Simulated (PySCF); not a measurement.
## Core-level binding energies of `C1CC[NH2+]C1`

C4H10N (charge +1).
Cartesian coordinates in Å at the PBE0-D3(BJ)/def2-SVP level; atoms count from 1:
```
atom  x, y, z in Å
C1     0.459    0.847    0.834
C2     1.275   -0.082   -0.060
C3     0.280   -1.156   -0.490
N4    -1.085   -0.488   -0.368
C5    -0.865    0.932    0.102
H6     0.320    0.417    1.840
H7     0.914    1.838    0.964
H8     2.143   -0.521    0.449
H9     1.652    0.465   -0.937
H10    0.276   -2.028    0.176
H11    0.409   -1.507   -1.521
H12   -1.659   -0.996    0.314
H13   -1.609   -0.520   -1.249
H14   -0.793    1.561   -0.796
H15   -1.728    1.256    0.698
```

Method used: PySCF, delta-SCF UKS SCAN, pcX-2 on the ionised atom, pcseg-1 elsewhere, spin-free X2C. Binding energies are ΔSCF values: E(core-ionised, relaxed orbitals) − E(ground state) at a fixed geometry, referred to the vacuum level.

Q: List the computed XPS lines with their assignment.

A: 
| atom(s) | bonded to | level | binding energy (eV) | above the level's lowest (eV) | count |
| --- | --- | --- | --- | --- | --- |
| N4 | 2 C and 2 H | N 1s | 413.81 | 0.00 | 1 |
| C3/C5 | N, C and 2 H | C 1s | 297.39 | +1.61 | 2 |
| C1/C2 | 2 C and 2 H | C 1s | 295.78 | 0.00 | 2 |

The listed C 1s values span 1.61 eV, from C1/C2 (bonded to 2 C and 2 H) to C3/C5 (bonded to N, C and 2 H).

Q: Give the binding energy of N 1s of N4 in hartree and in kJ/mol.

A: 413.81 eV = 15.2072 Eh = 39927 kJ/mol.

Q: Which effective nuclear charge Zeff reproduces each element's mean 1s value in the hydrogen-like formula E = 13.606 eV × Zeff²?

A: C (Z = 6): mean 296.6 eV, Zeff = 4.67, Z − Zeff = 1.33; N (Z = 7): mean 413.8 eV, Zeff = 5.51, Z − Zeff = 1.49. Means run over the listed sites, weighted by atom count.

One atom of each set of topologically equivalent atoms was ionised and stands for the set; in this conformer not all members are related by symmetry, and their own values weren't computed. The species carries charge +1, so core ionisation leaves charge +2. The structure is a single PBE0-D3(BJ)/def2-SVP conformer in the gas phase; no vibrational or solvent corrections.

Hardware: an Arm Neoverse V1 with one thread, on a shared host. Cost: 26 s of wall time.
